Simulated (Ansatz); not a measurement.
**KI (Pm-3m) from LDA to hybrids**

All numbers come from the PAW code Ansatz. The values are computed, non-magnetic, and not measurements.

Structure: a 2-atom cell of KI (Pm-3m) from a materials database, at its r2SCAN minimum. The symmetry is Pm-3m (No. 221, cubic); a = 4.291 Å in the conventional setting, 39.51 Å³ an atom. Around K lie 8 I at 3.72 Å; around I lie 8 K at 3.72 Å.

```cif
data_structure
_symmetry_space_group_name_H-M 'Pm-3m'
_symmetry_Int_Tables_number 221
_cell_length_a 4.2911
_cell_length_b 4.2911
_cell_length_c 4.2911
_cell_angle_alpha 90.000
_cell_angle_beta 90.000
_cell_angle_gamma 90.000
_cell_volume 79.01
loop_
_atom_site_label
_atom_site_type_symbol
_atom_site_symmetry_multiplicity
_atom_site_Wyckoff_symbol
_atom_site_fract_x
_atom_site_fract_y
_atom_site_fract_z
_atom_site_occupancy
K1 K 1 a 0.00000 0.00000 0.00000 1
I1 I 1 b 0.50000 0.50000 0.50000 1
```

Band edges at fixed r2SCAN geometry:
```csv
level,k mesh,gap (eV),kind,edges,least direct gap (eV),rough cost
LDA,6×6×6,2.99,indirect,M → Γ,3.36,1.1 core-seconds
PBE,6×6×6,3.33,indirect,M → Γ,3.69,1.4 core-seconds
PBE+SOC,6×6×6,3.27,indirect,M → Γ,3.38,6 core-seconds
r2SCAN,6×6×6,4.04,indirect,M → Γ,4.41,2.2 core-seconds
r2SCANh,4×4×4,4.57,indirect,M → Γ,4.96,40 core-seconds
HSE06,4×4×4,4.31,indirect,M → Γ,4.70,30 core-seconds
HSE06+SOC,4×4×4,4.24,indirect,M → Γ,4.36,2.6 core-minutes
DDH-PBE0,4×4×4,5.37,indirect,M → Γ,5.78,40 core-seconds
PBE0,4×4×4,4.99,indirect,M → Γ,5.39,40 core-seconds
"G0W0@PBE (235 empty bands, 120 eV, 4×4×4)",4×4×4,5.22,–,M → Γ (mesh),–,30 core-seconds
"G0W0@PBE (585 empty bands, 220 eV, 4×4×4)",4×4×4,5.29,–,M → Γ (mesh),–,4 core-minutes
```
PBE: smearing of 0.02 eV; the others have fixed occupations.
Wave cutoffs: 420 eV, 500 eV (r2SCAN, r2SCANh). Set aside, since their points miss a band edge that the other levels read or their mesh is too coarse: LC-ωPBE.
The G0W0 gap is PBE's gap over the path plus the quasiparticle shift read on the mesh. G0W0 values are finite-basis, finite-mesh values.
Costs come from shared machines and give only the order; PBE's includes the band path. The runs had 2 threads of AMD EPYC 9R45 96-Core Processor (Zen 5), on a shared host.

HSE06 gives an indirect gap of 4.31 eV, from M to Γ; the least direct gap is 4.70 eV at Γ. Spin-orbit coupling changes the PBE gap by -0.06 eV, to 3.27 eV; at Γ the threefold valence level splits into a fourfold and a twofold level 1.03 eV apart, the fourfold one on top. Spin-orbit coupling changes the HSE06 gap by -0.07 eV, to 4.24 eV; at Γ the threefold valence level splits into a fourfold and a twofold level 1.09 eV apart, the fourfold one on top.

Taking G0W0@PBE (585 empty bands, 220 eV, 4×4×4), 5.29 eV, as the yardstick (a computed one, not at the basis limit), DDH-PBE0 comes nearest, +0.08 eV off, at about 21 times r2SCAN's cost; G0W0 itself took about 110 times r2SCAN's cost. The others: PBE0 -0.30, r2SCANh -0.72, HSE06 -0.98, r2SCAN -1.25, PBE -1.96, LDA -2.30 eV. The yardstick's own error is a tenth of an eV or more. r2SCAN covers 73 % of the step from PBE to HSE06, while HSE06 needs about 15 times r2SCAN's cost (on a coarser mesh). Spin-orbit coupling moves the least or the direct gap by up to 0.34 eV, so it has to be included where a tenth of an eV counts. Among these functionals the gap stays indirect.

Only the levels marked +SOC include spin-orbit coupling.

The meshes of the hybrids are coarse, so their gaps aren't converged to the digits shown.
